The equilibrium volume is the volume at which the energy of the crystal is lowest. The bulk modulus B is its resistance to uniform compression there, and the bulk modulus slope B′ tells how fast B grows with pressure. For rocksalt PbTe all three come from a smooth equation of state fitted to energies at seven volumes, from 6% below to 6% above that of the given cell, with five density functionals and without spin-orbit coupling.

GPAW 26.7.0, plane-wave PAW DFT for rocksalt PbTe (2-atom cell), without spin polarisation, spin-orbit coupling or a separate dispersion correction; 6 × 6 × 6 k mesh, 600 eV cutoff, Fermi-Dirac smearing of 0.05 eV. The equation of state is fitted to energies at seven volumes, 94 to 106% of the given cell (33.73 Å³/atom).

| functional | potentials | equilibrium volume (Å³/atom) | equilibrium volume change (% of the given cell) | bulk modulus (GPa) | bulk modulus slope |
| --- | --- | --- | --- | --- | --- |
| LDA | GPAW-PAW-data-sets-(gpaw-data-1.2.1) | 32.27 | -4.330 | 49.40 | 4.590 |
| PBE | JTH-PAW-2.0 | 35.40 | 4.970 | 40.20 | 3.880 |
| PBEsol | PAW-data-sets-made-by gpaw-setup-for-the-functional | 33.23 | -1.490 | 45.40 | 4.580 |
| C09-vdW | GPAW-PAW-data-sets-(gpaw-data-1.2.1) | 33.53 | -0.590 | 46.10 | 4.670 |
| WC | PAW-data-sets-made-by gpaw-setup-for-the-functional | 33.26 | -1.400 | 46.10 | 4.570 |

Two rough estimates help in reading the table. In a crystal this soft, a pressure error of 1 GPa costs about 2% in volume. An energy curve whose points scatter about their fit by some tens of µeV per atom leaves the volume nearly untouched, but is expected to make the bulk modulus slope uncertain by several tenths of a unit. Here the first kind of error is expected to come mainly from the functional, while the second comes from the numerical run. The PBE row contains both.

### The functional as a false pressure

LDA makes the cell 4.3% too small and PBE 5.0% too large, both relative to the given cell. The other three functionals stay within 1.5% of it. The edge of the given cell, about 6.5 Å, agrees with a rough recalled value for the measured crystal, so LDA and PBE err on opposite sides. The smaller deviations do not rank the remaining functionals, because thermal expansion alone can amount to something like a percent in volume, and spin-orbit coupling is also missing.

The error is easier to understand as a pressure. Held at the given volume, the LDA crystal pulls inward with 2.0 GPa and the PBE crystal pushes outward with 2.2 GPa. Dividing such a pressure by the bulk modulus at that volume gives the approximate change in volume, between 4 and 5% in either case. The same false pressure would displace a stiffer crystal less.

The direction follows from how the functionals treat uneven electron density. LDA assigns to each point the exchange and correlation energy of a uniform electron gas. Gradient-corrected exchange adds an energy gain where the density changes steeply compared with its own size, as it does in the outer tails of atoms and ions. When Pb and Te approach each other, their tails overlap, the density between them becomes more even, and part of this gain is lost. The correction therefore acts as a repulsion between neighbours.

PBE has a strong gradient term, which suits the energies of atoms and molecules but usually expands solids too far. PBEsol weakens it from the smallest gradients on, while WC starts like PBE and weakens it at the moderate gradients that matter in solids; both fall between LDA and PBE here. C09-vdW also has weak gradient exchange, but joins it to a non-local correlation that includes dispersion attraction, with no separate correction added. This account of the order is standard theory; the table shows the resulting volumes, not the separate energy terms.

### Why the softer PBE crystal is not softer at equal volume

The bulk modulus seems to tell a simple story: PBE gives 40 GPa and LDA 49 GPa, so PBE appears to describe weaker bonds. But each value belongs to a different volume, and a crystal normally softens as it expands. A simple model shows how much of the difference this accounts for.

Suppose that a functional adds the same pressure at every volume. A constant has no slope, so B = −V dP/dV, where P is pressure and V volume, would be the same function of volume for all functionals. With a constant B′ this function is

B(V) = B₀ (V₀/V)^B′,

where B₀ and V₀ are the LDA bulk modulus and equilibrium volume. At the PBE volume it gives 49.4 × (32.27/35.40)^4.59 ≈ 32 GPa. Only the volume at which the curve is read comes from the PBE row; the curve itself uses LDA values alone.

The model predicts the right direction but too much softening, since PBE actually gives 40 GPa. It also lies below the calculated values for PBEsol, WC and C09-vdW. Expansion thus explains why PBE ends up softer than LDA, while something else makes the gradient-corrected crystals stiffer than the LDA curve allows.

The calculated pressures show what the model lacks. The pressure of PBE above LDA is not constant: it falls from 4.7 GPa at the smallest volume to 3.7 GPa at the largest. A push that grows on compression resists compression, and so adds to the bulk modulus. Its size is about (4.7 − 3.7)/0.12 ≈ 8 GPa, because the scan spans 12% of the given volume.

This is also the difference between the two functionals at the given volume, where B is 48 GPa with PBE and 40 GPa with LDA. The agreement is no independent test, since both figures come from the same pressures. It does show why the order reverses: at equal volume PBE is the stiffer description, and it becomes the softer one only because its crystal expands further.

A fading repulsion fits the picture of overlapping density tails, since the overlap shrinks with distance, but the push fades by only about a fifth over the scan, and that alone does not prove the picture. PBE also uses a different set of atomic potentials, so its exact offset from LDA cannot be assigned to the functional alone. However, the pressures of PBEsol and WC above LDA fade in the same way, and neither uses the PBE potentials. For practical work this means that fixing the cell at a measured volume removes the volume error, but not the functional's influence on stiffness.

### The low PBE slope comes from a rough energy curve

The bulk modulus slope calls for a different explanation. It lies between 4.57 and 4.67 in four rows, but is 3.88 with PBE. If the functional were the cause, the energy curve behind this value should still be smooth.

It is not smooth. The second difference of the energy, which measures curvature, should decrease steadily as the crystal expands. With LDA it does. With PBE it first drops by 0.05 meV per atom and at the next step by 0.78 meV, and the uneven pattern then repeats. The PBE points also miss their fitted curve by 39 µeV per atom, against less than 1 µeV for LDA, PBEsol and WC. C09-vdW lies between, at 6.5 µeV, so its slope of 4.67 is less certain than theirs. Such a residual is only the part of the error that the fit could not absorb; the part it did absorb is what moves the slope.

Pressure provides a second check, because pressure summed over a change in volume must return the change in energy. In the LDA, PBEsol and WC runs the two routes differ by less than 0.01 GPa on average. With PBE the difference is 0.05 GPa. That is small beside the functional's false pressure, but over the scan it adds up to about 1.3 meV per atom, far more than the fit residual, and it is a clear sign that energies and pressures in this run do not belong to exactly the same curve.

The PBE pressures vary more smoothly than the energies and give a slope of about 4.4, much closer to the other rows. The same route reproduces the tabulated slopes of LDA, PBEsol and WC to within about 0.1, although it is read at 0.98 of the given volume for these three, at 1.02 for PBE, and not at each minimum. Most of the apparent PBE anomaly thus disappears when pressures replace energies. The remainder is expected from the point of reading. The local slope grows with expansion: LDA, read above its minimum, gives 4.709 against 4.59, while PBEsol and WC, read just below theirs, come out slightly low. PBE is read about 3% below its minimum, so its slope at the minimum should lie closer still to the other rows.

The volume survives the same change of route: the pressures put it at 35.5 Å³ per atom, against 35.4 from the energies. The bulk modulus changes from 40 to 39 GPa. This ranking of reliability has a general reason. The minimum depends on the first derivative of the energy, B on the second and B′ on the third, and each further derivative magnifies point-to-point errors. The PBE minimum also lies near the expanded end of the scan, with only one point beyond it, so the fit has little support on that side. That alone does not explain the low slope: the LDA minimum also has just one point beyond it, at the compressed end, and its slope agrees with the other rows.

Why the PBE curve is rough remains open. This row alone uses the JTH potentials, and its run warns that the data set was cut short. The potential is therefore a reasonable suspect, but a guess, since functional and potential change together. Repeating PBE with potentials made in the same way as those for PBEsol would separate the two, and a higher plane-wave cutoff would test the basis.

The two failures thus leave different traces. A functional's false pressure shifts the whole curve smoothly and appears in the volume whichever route is used. The numerical fault in the PBE run appears as uneven curvature, and its strongest effect largely disappears when the slope is taken from pressures. A smooth curve alone does not prove a run sound, though, since a poor potential or a coarse k mesh can also shift the whole curve smoothly. The program output below gives the curvatures, the pressures and the comparison with the shared LDA curve. The C09-vdW run printed no pressures, so its pressure and bulk modulus at the given volume are derived from energies.

Printed output of the fit:

```
Functional failure:
      row  cubic edge in A  pressure at given volume in GPa  B at given volume in GPa  B at own minimum in GPa  B if all shared the LDA curve in GPa
      LDA            6.367                           -1.983                      40.2                     49.4                                  49.4
      PBE            6.567                            2.173                     48.32                     40.2                                  32.3
   PBEsol             6.43                           -0.667                     42.46                     45.4                                 43.18
  C09-vdW            6.449                          -0.2529                     45.24                     46.1                                 41.44
       WC            6.432                          -0.6374                     43.28                     46.1                                    43
Second differences of energy in meV per atom from small to large volume:
      row  at 0.96  at 0.98  at 1.00  at 1.02  at 1.04  fit residual in micro-eV
      LDA    4.264    3.803     3.38    3.011    2.676                    0.7718
      PBE    4.744     4.69    3.912     3.84    3.266                     38.51
   PBEsol    4.476    4.003    3.572    3.191    2.847                    0.7126
  C09-vdW     4.74     4.24     3.81     3.33     3.05                     6.521
       WC    4.562    4.078    3.641    3.253    2.903                    0.7123
Mean printed pressure less pressure from energies, LDA then PBE then PBEsol, GPa: -0.008552, 0.05086, -0.008318
Mean printed pressure less pressure from energies, WC, GPa: -0.00781
Slope of B from pressures, LDA: 4.709
Slope of B from pressures, PBEsol: 4.551
Slope of B from pressures, WC: 4.545
Slope of B from pressures near the minimum, PBE: 4.362
PBE equilibrium volume from pressures, A^3/atom: 35.48
PBE bulk modulus from pressures near the minimum, GPa: 39.15
Pressure above LDA at smallest volume, PBE then PBEsol then WC, GPa: 4.697, 1.463, 1.55
Pressure above LDA at largest volume, PBE then PBEsol then WC, GPa: 3.706, 1.19, 1.178
PBE bulk modulus against LDA, each at its own minimum, percent: -18.62
PBE bulk modulus against LDA, both at the given volume, percent: 20.2
```
